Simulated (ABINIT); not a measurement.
# TaN (P-6m2) in ABINIT: notebook, part 2 of 2

ABINIT 10.8.3 (patched build). The steps go on from the part before.

## Step 4: Relaxation of cell and atoms, PBEsol, target pressure 20 GPa, at which the enthalpy is minimised

Input file run.abi:

```
pp_dirpath "./"
pseudos "Ta.GGA_PBE-JTH.xml, N.GGA_PBE-JTH.xml"

acell 3*1.0
rprim
     5.5520153542     0.0000000000     0.0000000000
    -2.7760076771     4.8081863389     0.0000000000
     0.0000000000     0.0000000000     5.4480804173
ntypat 2
znucl 73 7
natom 2
typat 1 2
xcart
     0.0000000000     0.0000000000     1.4415000000
     1.4690000001     0.8481275453     0.0000000000 Angstrom
chkprim 0
chksymtnons 0
tolsym 1.0e-6

ecut 26.0
pawecutdg 48.0
pawxcdev 0

kptopt 1
ngkpt 10 10 9
nshiftk 1
shiftk 0.0 0.0 0.0

ixc -116133

nband 13
occopt 3
tsmear 0.00183747

nstep 100
tolvrs 1.0e-9

iomode 3
prtwf 0
prtden 0
prteig 0
prtebands 0
enunit 2

ionmov 2
ntime 60
tolmxf 5.0e-5
optcell 2
dilatmx 1.08
ecutsm 0.5
strtarget 3*-6.797862e-04 3*0.0
```

Potentials or basis: JTH PAW PBE v2.0.

The run is started by

```sh
abinit run.abi > log 2>&1
```

run.abo:

```text
.Version 10.8.3 of ABINIT
 Symmetries : space group P-6 m 2 (#187); Bravais hP (primitive hexag.)
================================================================================
 Values of the parameters that define the memory need of the present run
     intxc =       0    ionmov =       2      iscf =      17    lmnmax =      18
     lnmax =       6     mgfft =      30  mpssoang =       3    mqgrid =    3001
     natom =       2  nloc_mem =       2    nspden =       1   nspinor =       1
    nsppol =       1      nsym =      12    n1xccc =       1    ntypat =       2
    occopt =       3   xclevel =       2
       mpw =        1172          nfft =       27000          nkpt =          70
 PAW method is used; the additional fine FFT grid is defined by:
   mgfftf=        40    nfftf =     64000
================================================================================
================================================================================

--------------------------------------------------------------------------------
------------- Echo of variables that govern the present computation ------------
--------------------------------------------------------------------------------
 -outvars: echo values of preprocessed input variables --------
            acell      1.0000000000E+00  1.0000000000E+00  1.0000000000E+00 Bohr
              amu      1.80947900E+02  1.40067400E+01
          chkprim           0
      chksymtnons           0
          dilatmx      1.08000000E+00
             ecut      2.60000000E+01 Hartree
           ecutsm      5.00000000E-01 Hartree
           enunit           2
[... 761 lines left out ...]
internal            : -6.91169374723559E+01
'-kT*entropy'       : -1.02824794309465E-05
total_energy_dc     : -6.91169477548354E+01
total_energy_dc_eV  : -1.88076796150011E+03
...

--- !EnergyTermsWithPAWCore
iteration_state     : {dtset: 1, itime: 6, icycle: 1, }
comment             : 'Components of total free energy, including PAW core contributions'
Total energy        : -1.56549880025112E+04
Total energy DC     : -1.56549880029187E+04
Total energy (eV)   : -4.25993925212531E+05
Total energy DC (eV): -4.25993925223620E+05
...

 Cartesian components of stress tensor (hartree/bohr^3)
  sigma(1 1)= -6.79818197E-04  sigma(3 2)=  0.00000000E+00
  sigma(2 2)= -6.79818196E-04  sigma(3 1)=  0.00000000E+00
  sigma(3 3)= -6.79836788E-04  sigma(2 1)=  0.00000000E+00

-Cartesian components of stress tensor (GPa)         [Pressure=  2.0001E+01 GPa]
- sigma(1 1)= -2.00009419E+01  sigma(3 2)=  0.00000000E+00
- sigma(2 2)= -2.00009418E+01  sigma(3 1)=  0.00000000E+00
- sigma(3 3)= -2.00014888E+01  sigma(2 1)=  0.00000000E+00

== END DATASET(S) ==============================================================
================================================================================

 -outvars: echo values of variables after computation  --------
            acell      5.4312186020E+00  5.4312186019E+00  5.3490064119E+00 Bohr
           etotal     -6.9116947755E+01
            fcart      9.9154367390E-29  5.7246800704E-29 -0.0000000000E+00
                      -9.9154367390E-29 -5.7246800704E-29 -0.0000000000E+00
            rprim      1.0000000000E+00  0.0000000000E+00  0.0000000000E+00
                      -5.0000000000E-01  8.6602540378E-01  0.0000000000E+00
                       0.0000000000E+00  0.0000000000E+00  1.0000000000E+00
           strten     -6.7981819684E-04 -6.7981819561E-04 -6.7983678786E-04
                       0.0000000000E+00  0.0000000000E+00  0.0000000000E+00
           xangst      9.6603332449E-29  1.1208398962E-28  1.4152861471E+00
                       1.4370385548E+00  8.2967459645E-01  9.5913236067E-10
             xred      5.6127601270E-29  4.5031305085E-29  5.0000000034E-01
                       6.6666666667E-01  3.3333333333E-01  3.3884750561E-10
 Calculation completed.
```

Wall time 99 s (1 thread of AMD EPYC 9R45 (Zen 5), shared host); peak memory 0.15 GiB.

What came out:

```
Free energy                                            : -1880.7680 eV
Relaxed volume                                         : 10.12 Å³/atom
Relaxed cell                                           : a = 2.874 Å, b = 2.874 Å, c = 2.831 Å, α = 90.00°, β = 90.00°, γ = 120.00°
Space group after relaxing (to 0.05 Å)                 : P-6m2 (No. 187)
Energy change on relaxing (the enthalpy is what falls) : +28.9 meV/atom
Ionic steps                                            : 6
Pressure after relaxing                                : 20.0 GPa
Band gap on the k mesh                                 : none (metal or under the smearing width)
Valence electrons inside the program's atomic spheres  : Ta 10.93; N 2.57
```

Step by step:
```
step  energy change (eV)  largest force (eV/Å)  pressure (GPa)  volume (Å³)
   1              0.0000                0.0000           -4.46        21.55
   2              0.0973                0.0000           26.32        19.98
   3              0.0548                0.0000           19.51        20.27
   4              0.0575                0.0000           19.96        20.25
   5              0.0578                0.0000           20.01        20.25
   6              0.0578                0.0000           20.00        20.25
```

Final structure:
```xyz
2
Lattice="2.8741 0.0000 0.0000 -1.4370 2.4890 0.0000 0.0000 0.0000 2.8306" Properties=species:S:1:pos:R:3 pbc="T T T"
Ta    0.0000    0.0000    1.4153
N     1.4370    0.8297    0.0000
```

Caveat: the PAW data sets were made with another functional, which shifts forces and pressure a little. The run has no spin-orbit coupling, so splittings on Ta are missing.

## Step 5: Overview

```tsv
cell	gap on the mesh (eV)	pressure (GPa)
relaxed	none	0.0
relaxed to 10 GPa	none	10.0
relaxed to 20 GPa	none	20.0
```

Alike in all rows: task relaxation of cell and atoms; level PBEsol; potentials or basis JTH PAW PBE v2.0; no spin polarisation; k mesh 10 × 10 × 9; cutoff (eV) 707; smearing fermi-dirac 0.05 eV.

Caveats: the PAW data sets were made with another functional, which shifts forces and pressure a little.

Absolute energies hang on the potentials; compare differences alone.
